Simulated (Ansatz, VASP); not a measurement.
**One calculation of CoSi2 (d3), two programs**

The input INCAR:

```
SYSTEM = CoSi2
ALGO = Normal ; EDIFF = 1E-7
EDIFFG = -0.002 ; ENCUT = 600
GGA = PE ; IBRION = 2
ISIF = 3 ; ISMEAR = 0
IVDW = 12 ; LASPH = .TRUE.
LCHARG = .FALSE. ; LREAL = .FALSE.
LWAVE = .FALSE. ; NELM = 100
NSW = 100 ; PREC = Accurate
SIGMA = 0.1
```

File KPOINTS:

```
k-points
0
G
  14 14 14
  0 0 0
```

Contents of POSCAR:

```
CoSi2
1.0
    0.0000000000      2.6780000000      2.6780000000
    2.6780000000      0.0000000000      2.6780000000
    2.6780000000      2.6780000000      0.0000000000
Co Si
1 2
Direct
    0.0000000000      0.0000000000      0.0000000000
    0.2500000000      0.2500000000      0.2500000000
    0.7500000000      0.7500000000      0.7500000000
```

Input for Ansatz:

```yaml
crystal:
  lattice:
    - [0.0, 2.678, 2.678]
    - [2.678, 0.0, 2.678]
    - [2.678, 2.678, 0.0]
  atoms:
    - { symbol: Co, position: [0.0, 0.0, 0.0] }
    - { symbol: Si, position: [0.25, 0.25, 0.25] }
    - { symbol: Si, position: [0.75, 0.75, 0.75] }
basis:
  ecutwfc: 420
kpoints:
  mp_grid: { grid: [14, 14, 14] }
hamiltonian:
  xc: pbe
  dispersion: d3bj
scf:
  occupations: { method: gaussian, width: 0.1 }
output:
  forces: true
  stress: true
  eigenvalues: true
  write_density: true
  write_potential: true
  elf: true
  volumetric_format: npy
relax:
  adjacent_minimum: "off"
  f_tol: 0.002
  max_steps: 80
  cell: { stress_tol: 0.02 }
```

Alike in both runs: task relaxation of cell and atoms; functional PBE; dispersion D3(BJ); k mesh 14 × 14 × 14; occupations gaussian, width 0.1 eV; no spin polarisation.

|  | VASP | Ansatz |
| --- | --- | --- |
| version | VASP 6.6.1 | Ansatz 0.2.0 |
| potentials or method | VASP PAW PBE potentials, release 64 (Co, Si) | scalar-relativistic, plane waves, PAW |
| plane-wave cutoff (eV) | 600 | 420 |
| valence electrons in the cell | 17 | 25 |

Ansatz gave:

- gap on the k mesh at the Fermi level, each at its own relaxed structure (eV): none
- relaxed volume (Å³/atom): 12.43
- relaxed cell length with the largest relative difference (Å): 3.751
- energy change over the relaxation (meV/atom): -6

**Question.** Which values does VASP return?

**Answer.** gap on the k mesh at the Fermi level, each at its own relaxed structure (eV): none; relaxed volume (Å³/atom): 12.42; relaxed cell length with the largest relative difference (Å): 3.749; energy change over the relaxation (meV/atom): -7.

A gap of «none» marks a metal or a gap that the smearing closes. The two sets of potentials don't hold the same shells in valence.

Caveats: pairwise dispersion overbinds metals, which lowers pressure and volume. Spin polarisation is off, so any magnetic state and its effect on volume and gap are missing.
